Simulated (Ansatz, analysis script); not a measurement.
## Free-standing square Ni monolayer, spacing 2.629 Å: E(q) by the generalised Bloch theorem: the collinear state

Ansatz 0.2.0; Ansatz DFT, two collinear spin channels, from typed moments; PBE, PAW set soft_1; PAW set soft_1.

First a free collinear run, to see which state the typed moments lead to.

Input file input.yaml:

```yaml
crystal:
  lattice:
    - [2.629, 0.0, 0.0]
    - [0.0, 2.629, 0.0]
    - [0.0, 0.0, 14.0]
  atoms:
    - { symbol: Ni, position: [0.0, 0.0, 0.5], spin: 1.0 }
magnetization:
  spin_polarized: true
kpoints:
  mp_grid: { grid: [8, 8, 1] }
hamiltonian:
  xc: pbe
  pseudopotentials: { kind: paw, azcp: { folder: soft_1 } }
scf:
  occupations: { method: fermi_dirac, width: 0.1 }
  max_iter: 120
  convergence: { dr2_threshold: 1.0e-08 }
  lower_state_search: "off"
output:
  write_density: true
  write_potential: true
  elf: true
  volumetric_format: npy
```

The run is started by

```console
$ ansatz run input.yaml --threads 4 --pin off --max-ram 8192MiB --backend cpu --events-out ev --progress --plain --runs-dir out
```

Q: Predict the spin moment in the atom's sphere.

The site moments add up to 1.05 μB, near the cell's 1.02 μB; the space between the atoms is polarised against them.

Valence density in the ca plane at fractional y = 0.000, with atoms of Ni within 0.2 Å of it. It is the smooth field of the valence electrons, not physical close to the nuclei.

ELF in the ca plane at fractional y = 0.000, with atoms of Ni within 0.2 Å of it.

Spin moment in the atom's sphere by atom:

```
atom  spin moment in the atom's sphere (μB)
 Ni1                                   1.05
```

Spin density in the ca plane at fractional y = 0.000, with atoms of Ni within 0.2 Å of it.

Ten even steps from '0' (0.0 e/Å³) to '9' (3.3 e/Å³), each cell a mean:
```
0000000000000000000351000000000000000000
0000000000000000000000000000000000000000
0000000000000000000000000000000000000000
0000000000000000000000000000000000000000
0000000000000000000000000000000000000000
0000000000000000000000000000000000000000
0000000000000000000121000000000000000000
0000000000000000000592000000000000000000
```
Columns run along c (14.0 Å), rows up along a (2.6 Å). Atoms in or near the plane, at fractional coordinates: Ni at (0.50, 0.00).

Values in e/Å³, 5 rows by 16 columns, each cell a mean:
```
 0  0  0  0  0  0  0  6 11  0  0  0  0  0  0  0
 0  0  0  0  0  0  0  0  1  0  0  0  0  0  0  0
 0  0  0  0  0  0  0  0  0  0  0  0  0  0  0  0
 0  0  0  0  0  0  0  1  2  0  0  0  0  0  0  0
 0  0  0  0  0  0  0 11 21  0  0  0  0  0  0  0
```
Columns run along c (14.0 Å), rows up along a (2.6 Å). Atoms in or near the plane, at fractional coordinates: Ni at (0.50, 0.00).

Ten even steps from '0' (0.00) to '9' (0.96), each cell a mean:
```
0000000000000001113785211100000000000000
0000000000000001111332111100000000000000
0000000000000001111111111000000000000000
0000000000000001122222221000000000000000
0000000000000001122112221000000000000000
0000000000000001111221111100000000000000
0000000000000001112563211100000000000000
0000000000000001123896211100000000000000
```
Columns run along c (14.0 Å), rows up along a (2.6 Å). Atoms in or near the plane, at fractional coordinates: Ni at (0.50, 0.00).

[Logs and program files are shortened in this print: banners, set-up blocks, solver, clock and traceback lines can be left out without a mark of their own.]

[Logs are printed without paths, hosts, clocks, repeated set-up lines and the standing remarks that a program may print on its own settings, such as how far it seeks lower states.]

[Hosts, paths, dates, database ids (printed as entryN), source tags and the programs' standing remarks are cut or masked in the printed files.]
